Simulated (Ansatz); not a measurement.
**NiO (NiAs type): equation of state**

One table from this session's results is given with a row withheld; the runs are named, their logs left out.

Computed with Ansatz 0.2.0 (DFT PBEsol, scalar-relativistic, plane waves, PAW, unless a step's input says otherwise).

1 further run of the same task is left out (it didn't finish).

### Starting point

Symmetry: P6_3/mmc, No. 194, hexagonal system. Conventional cell: a = 2.820 Å, b = 2.820 Å, c = 5.003 Å, α = 90.00°, β = 90.00°, γ = 120.00°. Ni (site symmetry -3m) is surrounded by 6 O at 2.05 Å. O (site symmetry -6m2) has 6 Ni at 2.05 Å as nearest neighbours.

Structure file:

```
Ni O
1.0
     2.81999    0.00000    0.00000
    -1.40999    2.44218    0.00000
     0.00000    0.00000    5.00281
Ni O
2 2
Direct
  0.00000 0.00000 0.00000
  0.00000 0.00000 0.50000
  0.33333 0.66667 0.25000
  0.66667 0.33333 0.75000
```

An earlier run at PBEsol left this cell at 8.613 Å³/atom and 0.00 GPa (12×12×8 mesh).

Volume factors to run: 0.980, 1.020, 0.960, 1.040.

The first run:

Contents of input.yaml:

```yaml
crystal:
  lattice:
    - [2.8010622694, 0.0, 0.0]
    - [-1.4005311347, 2.4257910829, 0.0]
    - [0.0, 0.0, 4.9692346958]
  atoms:
    - { symbol: Ni, position: [0.0, 0.0, 0.0], spin: -0.09 }
    - { symbol: Ni, position: [0.0, 0.0, 0.5], spin: -0.09 }
    - { symbol: O, position: [0.3333333333, 0.6666666667, 0.25] }
    - { symbol: O, position: [0.6666666667, 0.3333333333, 0.75] }
basis:
  ecutwfc: 420
  ecutrho_ratio: 4
kpoints:
  mp_grid: { grid: [12, 12, 8] }
hamiltonian:
  xc: pbesol
scf:
  occupations: { method: gaussian, width: 0.05 }
output:
  forces: true
  stress: true
  eigenvalues: true
  populations: true
magnetization:
  spin_polarized: true
relax:
  f_tol: 0.01
  max_steps: 40
  cell: { stress_tol: 0.1, fix: [volume] }
```

Steps of the session up to this table: Volume × 0.980; Volume × 1.020; Scaling the volume by 0.960; At 1.040 of the relaxed volume.

One table of the session follows, with a row left open; its other results are not shown here.

It belongs to the step «Energy and pressure against volume». 

| volume (Å³/atom) | energy (meV/atom) | pressure (GPa) |
| --- | --- | --- |
| 8.269 | 10.62 | 10.25 |
| 8.441 | ? | ? |
| 8.613 | 0.00 | 0.00 |
| 8.786 | 2.43 | -4.34 |
| 8.958 | 9.21 | -8.24 |

Q: Estimate the row for volume (Å³/atom) = 8.441 from the others.

Worked estimate for «energy (meV/atom)». A straight line through the neighbours (8.269, 10.62) and (8.613, 0.00) gives 10.62 + (0.00 − 10.62) × (8.441 − 8.269) / (8.613 − 8.269) = 5.31; a parabola fitted to 3 rows on both sides gives 2.74.

As computed: energy (meV/atom): 2.57; pressure (GPa): 4.85. In «energy (meV/atom)» the line misses by +2.74 and the parabola by +0.17.

Caveats from the session: Warnings in the runs' records: stability check not made.
